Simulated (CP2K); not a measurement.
Crystal: Si.

```
Si
1.0
     2.62054    0.00000    0.00000
    -1.31027    2.26946    0.00000
     0.00000    0.00000    2.46635
Si
1
Direct
  0.00000 0.00000 0.00000
```

This isn't the form of Si at room conditions, which is diamond.

Program: CP2K 2026.2. Alike in all runs: task band structure; no spin polarisation; cell as given; k mesh 12 × 12 × 11.

Problem. Order these runs on this cell by their pressure, lowest first.
A. level TASK; potentials or basis POTENTIAL_UZH Si GTH-SCAN-q4; TZVP-MOLOPT-SCAN-GTH basis; smearing fermi-dirac 0.01 eV; basis sets Si TZVP-MOLOPT-SCAN-GTH-q4; potentials Si GTH-SCAN-q4 of POTENTIAL_UZH; points a segment of the path (NPOINTS) 10; CUTOFF of the grids 675 Ry
B. level LDA; potentials or basis GTH_POTENTIALS Si GTH-PADE-q4; TZVP-MOLOPT-PBE-GTH basis; smearing fermi-dirac 0.0259 eV; basis sets Si TZVP-MOLOPT-PBE-GTH-q4; potentials Si GTH-PADE-q4 of GTH_POTENTIALS; points a segment of the path (NPOINTS) 10; CUTOFF of the grids 450 Ry
C. level SCAN; potentials or basis POTENTIAL_UZH Si GTH-SCAN-q4; TZVP-MOLOPT-SCAN-GTH basis; smearing fermi-dirac 0.05 eV; basis sets Si TZVP-MOLOPT-SCAN-GTH-q4; potentials Si GTH-SCAN-q4 of POTENTIAL_UZH; points a segment of the path (NPOINTS) 8; CUTOFF of the grids 675 Ry

Solution. B (-2.0 GPa), C (1.5 GPa), A (3.1 GPa).

Caveats: the basis of atomic orbitals isn't converged, which shifts pressures, moduli and gaps; the potentials were made for another functional, which shifts forces and pressure (some runs).

Not every run made on this cell is shown here.
